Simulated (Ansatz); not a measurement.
# SnTe (Fm-3m) in Ansatz: further runs

Aim: see how the results for SnTe move with the level of theory and the settings. Levels: RPBE, r2SCAN+rVV10. Tasks: single point, electron localisation function.

Program: Ansatz 0.2.0. These are calculated values, not measurements. Logs are shortened: lines on timing, memory, paths and dates and some standing lists are left out, and cuts for length are marked.

### 1 Starting point

Symmetry: Fm-3m, No. 225, cubic system. The conventional cell has a = 6.302 Å, b = 6.302 Å, c = 6.302 Å, α = 90.00°, β = 90.00°, γ = 90.00°. Te (site symmetry m-3m) is surrounded by 6 Sn at 3.15 Å. Sn (site symmetry m-3m) has 6 Te at 3.15 Å as nearest neighbours.

### 2 Single point, RPBE

run.py reads:

```python
import json

import numpy as np

import ansatz as az

calculation = (
    az.Crystal.from_extxyz("SnTe.xyz")
    .calculation()
    .kpoints(7, 7, 7)
    .functional("rpbe")
    .pseudopotentials(kind="paw")
    .occupations(method="fermi_dirac", width=0.025)
    .forces()
    .stress()
    .band_table(publish=True)
)
outcome = calculation.run(threads=2, events_out="events.jsonl")

report = outcome.report
for line in open("events.jsonl"):
    event = json.loads(line)
    if event["event"] == "scf_iter":
        d = event["data"]
        print(f"SCF {d['iter']:3d}  HF = {d['harris_foulkes_ev']:.6f} eV  dr2 = {d['dr2_ev']:.2e} eV")
    elif event["event"] in ("relax_step", "md_step"):
        d = event["data"]
        print(f"{event['event']} {d['step']:3d}  E = {d['lagrangian_ev']:.6f} eV")
np.set_printoptions(precision=5, suppress=True, linewidth=110)
print("converged:", report["converged"], "after", report["n_iterations"], "iterations")
print(f"free energy {report['free_energy_ev']:.6f} eV, Fermi level {report['fermi_energy_ev']:.4f} eV")
for key in ("band_edges_ev", "magnetization_mub", "site_moments_mub", "site_moments_nc_mub", "forces_ev_ang",
                "stress_gpa"):
    if report.get(key) is not None:
        print(key, np.array(report[key]), sep="\n")
```

SnTe.xyz reads:

```xyz
2
Lattice="0.0000000000 3.1508500000 3.1508500000 3.1508500000 0.0000000000 3.1508500000 3.1508500000 3.1508500000 0.0000000000" Properties=species:S:1:pos:R:3 pbc="T T T"
Te     3.1508500000      3.1508500000      3.1508500000
Sn     0.0000000000      0.0000000000      0.0000000000
```

Potentials or basis: Ansatz PAW.

Started as:

```
$ python run.py
```

Output:

```text
DeckWarning: basis.ecutwfc = 420 eV, auto-derived from the records' recommended cutoffs: set by Te (normal level)
PlacementWarning: RAYON_NUM_THREADS=2 ignored (pool sized by the plan → 2); use plan(threads=…)
SCF   1  HF = -13022.131085 eV  dr2 = 1.88e-03 eV
SCF   2  HF = -13022.129093 eV  dr2 = 3.28e-04 eV
SCF   3  HF = -13022.129111 eV  dr2 = 5.92e-05 eV
SCF   4  HF = -13022.129124 eV  dr2 = 8.69e-07 eV
SCF   5  HF = -13022.129125 eV  dr2 = 4.64e-08 eV
SCF   6  HF = -13022.129125 eV  dr2 = 3.04e-09 eV
converged: True after 6 iterations
free energy -13022.129125 eV, Fermi level 9.9244 eV
magnetization_mub
0.0
forces_ev_ang
[[ 0. -0.  0.]
 [-0.  0. -0.]]
stress_gpa
[[ 3.66352  0.       0.     ]
 [ 0.       3.66352  0.     ]
 [-0.       0.       3.66352]]
```

engine_input.yaml:

```text
crystal:
  lattice:
    - [0.0, 3.15085, 3.15085]
    - [3.15085, 0.0, 3.15085]
    - [3.15085, 3.15085, 0.0]
  atoms:
    - { symbol: Te, position: [0.5, 0.5, 0.5] }
    - { symbol: Sn, position: [0.0, 0.0, 0.0] }
kpoints:
  mp_grid:
    grid: [7, 7, 7]
hamiltonian:
  xc: rpbe
  pseudopotentials:
    kind: paw
scf:
  occupations:
    method: fermi_dirac
    width: 0.025
output:
  forces: true
  stress: true
  eigenvalues: true
```

Run time: 1.6 s. Hardware: 2 threads of Intel Xeon Platinum 8259CL at 2.50GHz (Skylake/Cascade Lake), shared host; peak memory 0.43 GiB.

What came out:

* Free energy: -13022.1291 eV
* Pressure: 3.7 GPa

Caveat: this odd mesh misses L, where the gap lies, so gap, dielectric constants and Born charges aren't listed.

### 3 Electron localisation function, r2SCAN+rVV10, collinear spin, ferromagnetic start (volume scaled by 0.96)

Edit run.py of step 2 so:

```diff
@@ -2,2 +2,3 @@
 
+import ase.io
 import numpy as np
@@ -6,9 +7,17 @@
 
+atoms = ase.io.read("SnTe.xyz")
+atoms.set_initial_magnetic_moments([0.5, 0.0])
+
 calculation = (
-    az.Crystal.from_extxyz("SnTe.xyz")
+    az.Crystal.from_ase(atoms)
     .calculation()
     .kpoints(7, 7, 7)
-    .functional("rpbe")
+    .functional("r2scan", dispersion="rvv10")
     .pseudopotentials(kind="paw")
-    .occupations(method="fermi_dirac", width=0.025)
+    .spin("collinear")
+    .occupations(method="gaussian", width=0.02)
+    .density()
+    .potential()
+    .output_files(volumetric_format="npy")
+    .electron_localization_function()
     .forces()
```

SnTe.xyz reads:

```xyz
2
Lattice="0.0000000000 3.1082657258 3.1082657258 3.1082657258 0.0000000000 3.1082657258 3.1082657258 3.1082657258 0.0000000000" Properties=species:S:1:pos:R:3 pbc="T T T"
Te     3.1082657258      3.1082657258      3.1082657258
Sn     0.0000000000      0.0000000000      0.0000000000
```

Potentials or basis: Ansatz PAW.

Started as:

```
$ python run.py
```

Wall time 16 s (2 threads of Intel Xeon Platinum 8259CL at 2.50GHz (Skylake/Cascade Lake), shared host); peak memory 0.74 GiB.

It converged, with:

```
Free energy     : -13030.0345 eV
Pressure        : 2.8 GPa
Net moment      : 0.00 μB per cell
Absolute moment : 0.00 μB per cell
```

Levels at points of the mesh, in eV from the Fermi level:
Spin up:
```
           k point  band 13  band 14  band 15  band 16  band 17  band 18
(0.00, 0.00, 0.00)    -2.68    -2.68    -2.68     3.45     3.45     3.45
```
Spin down:
| k point | band 12 | band 13 | band 14 | band 15 | band 16 | band 17 | band 18 | band 19 |
| --- | --- | --- | --- | --- | --- | --- | --- | --- |
| (0.00, 0.00, 0.00) | -4.61 | -2.68 | -2.68 | -2.68 | 3.45 | 3.45 | 3.45 | 4.80 |

Caveat: this odd mesh misses L, where the gap lies, so gap, dielectric constants and Born charges aren't listed; the PAW data sets were made with another functional, which shifts forces and pressure a little; the starting moments weren't kept. Spin-orbit coupling is left out, which matters for the levels of Te.

### 4 Electron localisation function, r2SCAN+rVV10, collinear spin, ferromagnetic start (volume scaled by 0.96)

input.yaml reads:

```yaml
crystal:
  lattice:
    - [0.0, 3.1082657258, 3.1082657258]
    - [3.1082657258, 0.0, 3.1082657258]
    - [3.1082657258, 3.1082657258, 0.0]
  atoms:
    - { symbol: Te, position: [0.5, 0.5, 0.5], spin: 0.5 }
    - { symbol: Sn, position: [0.0, 0.0, 0.0] }
hamiltonian:
  xc: r2scan
  pseudopotentials: { kind: paw }
  dispersion: rvv10
magnetization:
  spin_polarized: true
kpoints:
  mp_grid: { grid: [7, 7, 7] }
scf:
  occupations: { method: gaussian, width: 0.02 }
output:
  forces: true
  stress: true
  eigenvalues: true
  write_density: true
  write_potential: true
  elf: true
  volumetric_format: npy
```

Potentials or basis: Ansatz PAW.

Started as:

```
$ ansatz run input.yaml --threads 2 --pin off --max-ram 5120MiB --backend cpu --events-out ev --progress --plain --runs-dir out
```

Output:

```text
Warning: RAYON_NUM_THREADS=2 ignored (pool sized by the plan → 2); use --threads N
Engine: ansatz 0.2.0, x86_64-unknown-linux-gnu
Pseudopotentials: kind: paw
Pseudopotential: Te, paw, valence charge 16, recommended cutoff 500 eV (meta_gga), Te.paw.azcp
Pseudopotential: Sn, paw, valence charge 14, recommended cutoff 500 eV (meta_gga), Sn.paw.azcp
Functional definition: r2SCAN+rVV10
  parameter k0 = 0.174
  parameter k1 = 0.065
  parameter a1 = 4.9479
  exchange = r2scan_x(k0 = k0, k1 = k1, a1 = a1)
  correlation = r2scan_c + rvv10(11.95, 0.0093)
Crystal: 2 atoms, lattice volume = 60.060 Å³
Basis set: ecut = 500 eV, 1471 PW (Γ), exchange–correlation on 144×144×144 points (64 copies of the dense FFT grid, shifted against one another)
Bands: 20, of which v1, the nominal top of the filled ones, is band 15 counted from 1 (14 counted from 0)
Symmetry: 48 space group operations
Space group: Fm-3m (ITA 225), of the structure as read, at distance tolerance 3.9e-5 Å
Magnetic group: BNS 225.116 (UNI 1618), of the structure as read, at distance tolerance 3.9e-5 Å
k-points: 20 of 343
Non-local potential: Te, projectors of the file, l = 0: 2, l = 1: 2, l = 2: 2, l = 3: 2
Non-local potential: Sn, projectors of the file, l = 0: 2, l = 1: 2, l = 2: 2, l = 3: 2
PAW form: soft (Blöchl's): semilocal exchange-correlation on the pseudo side does not see the compensation charge
rVV10 density: all electrons in the spheres
PAW frozen core: Te, regenerated for the run's functional (the file was generated under x = pbe(κ = 0.804, μ = 0.2195149727645171), c = pbe(β = 0.06672455060314922))
[... 35 lines left out ...]
Free energy (F): -13030.034497 eV
Harris-Foulkes:  -13030.034497 eV  (|F-HF|=3.64e-12)
Internal energy: -13030.034497 eV  (E = F + TS)
E sigma→0 (E₀):  -13030.034497 eV
Fermi energy:    10.440554 eV
--- Per-component energies (eV) ---
  E_band       = -359.239500
  E_kinetic    = 366.647343
  E_local      = -2088.823882  (includes V_loc(G=0)·N_el)
  E_nonlocal   = -343.526790
  E_hartree    = 1330.224445
  E_xc         = -487.532767
  E_vxc        = -217.249960  (∫ρ·V_xc dr)
  E_paw        = -8842.472320  (= ΣΔE_a)
  E_vpaw       = -750.121039  (= ΣTr[D̂ρ^β])
  E_aug_tail   = 0.000017  (compensation charges beyond the density's cutoff)
  E_vtau       = 13.385935  (kinetic-family band-sum trace: ∫τ·v_τ [+ j·A + Jᵃ·Aᵃ] dr)
  E_ewald      = -2965.570718
  E_core_change = 1.020175  (= ΣΔE_core)
  E_smearing   = -0.000000  (= −TS)
  E_closure    = -0.000000  (closes the sum)
  Σ components = -13030.034497   (vs F -13030.034497, Δ=0.00e0)
--- Forces (eV/Å), atoms counted from 1 ---
  atom   1  Te     0.00000000    -0.00000000    -0.00000000
  atom   2  Sn    -0.00000000     0.00000000     0.00000000
  max |Σ_I F_I| component: 2.54e-29 eV/Å
--- Stress (GPa, compression-positive) ---
        2.803859       0.000000       0.000000
        0.000000       2.803859      -0.000000
        0.000000      -0.000000       2.803859
  P = ⅓ Tr σ = 2.8039 GPa (28.039 kbar)
--- Band table (eV; the first three rows and the last of 40) ---
  k-point 0 ↑: bands = ["-27.8787", "-27.8787", "-27.8712", "-27.8712", "-27.8712", "-12.4472", "-12.4472", "-12.4391", "-12.4391", "-12.4391", "-3.4704", "5.8266", "7.7556", "7.7556", "7.7556", "13.8877", "13.8877", "13.8877", "15.2396", "15.2396"]
  k-point 1 ↑: bands = ["-27.8786", "-27.8786", "-27.8711", "-27.8711", "-27.8711", "-12.4486", "-12.4486", "-12.4388", "-12.4378", "-12.4378", "-3.2779", "4.6094", "7.7919", "7.7919", "8.6648", "12.9352", "12.9352", "13.0673", "15.2052", "15.6895"]
  k-point 2 ↑: bands = ["-27.8785", "-27.8785", "-27.8709", "-27.8707", "-27.8707", "-12.4524", "-12.4524", "-12.4382", "-12.4342", "-12.4342", "-2.7457", "2.8426", "7.9198", "7.9198", "9.5923", "11.5757", "11.5757", "11.8395", "15.9860", "16.9241"]
  k-point 19 ↓: bands = ["-27.8789", "-27.8781", "-27.8708", "-27.8703", "-27.8696", "-12.4655", "-12.4491", "-12.4367", "-12.4331", "-12.4266", "-1.5603", "2.3051", "4.7328", "5.5338", "8.9070", "11.5697", "14.6855", "15.7078", "15.9582", "17.2456"]
```

v_z.tsv:

```text
# z_ang	v_es[eV]	v_tot_up[eV]	v_tot_dn[eV]
# format = ansatz-planar-average/11
# xc	r2scan
# density_cutoff_ev	2500
# datasets	Te=:simpson_from_first_knot:soft:shift=0	Sn=:simpson_from_first_knot:soft:shift=0
# lattice	0.000000000	3.108265726	3.108265726
# lattice	3.108265726	0.000000000	3.108265726
# lattice	3.108265726	3.108265726	0.000000000
# sites	2
# site	52	3.108265726	3.108265726	3.108265726
# site	50	0.000000000	0.000000000	0.000000000
0.000000	9.609597e0	-1.712963e0	-1.712961e0
0.122104	9.485949e0	-1.824380e0	-1.824379e0
0.244208	9.145942e0	-2.068778e0	-2.068775e0
0.366313	8.671599e0	-2.337074e0	-2.337071e0
0.488417	8.175308e0	-2.559611e0	-2.559608e0
0.610521	7.765784e0	-2.684820e0	-2.684818e0
[... 28 lines left out ...]
4.151543	9.145942e0	-2.068778e0	-2.068775e0
4.273647	9.485949e0	-1.824380e0	-1.824379e0
```

Wall time 14 s (2 threads of Intel Xeon Platinum 8259CL at 2.50GHz (Skylake/Cascade Lake), shared host); peak memory 0.64 GiB.

Results:

| Item | Value |
| --- | --- |
| Free energy | -13030.0345 eV |
| Pressure | 2.8 GPa |
| Net moment | 0.00 μB per cell |
| Absolute moment | 0.00 μB per cell |

Caveat: this odd mesh misses L, where the gap lies, so gap, dielectric constants and Born charges aren't listed; the PAW data sets come from PBE, with cores solved anew for the run's functional, which leaves a small shift of forces and pressure; the starting moments weren't kept. The run has no spin-orbit coupling, so splittings on Te are missing.

### 5 Overview

```csv
task,level,spin,cell,cutoff (eV),smearing,driver,other keys,pressure (GPa),moment (μB)
single point,RPBE,off,as given,420,fermi-dirac 0.025 eV,chain,hamiltonian.xc = rpbe,3.7,-
electron localisation function,r2SCAN+rVV10,"collinear, ferromagnetic start",volume scaled by 0.96,500,gaussian 0.02 eV,chain,-,2.8,0.00
electron localisation function,r2SCAN+rVV10,"collinear, ferromagnetic start",volume scaled by 0.96,500,gaussian 0.02 eV,-,-,2.8,0.00
```

Alike in all rows: potentials or basis Ansatz PAW; k mesh 7 × 7 × 7.

Caveats: the starting moments weren't kept (some runs); the PAW data sets were made with another functional, which shifts forces and pressure a little (some runs); the PAW data sets come from PBE, with cores solved anew for the run's functional, which leaves a small shift of forces and pressure (some runs).

Absolute energies hang on the potentials; compare differences alone.
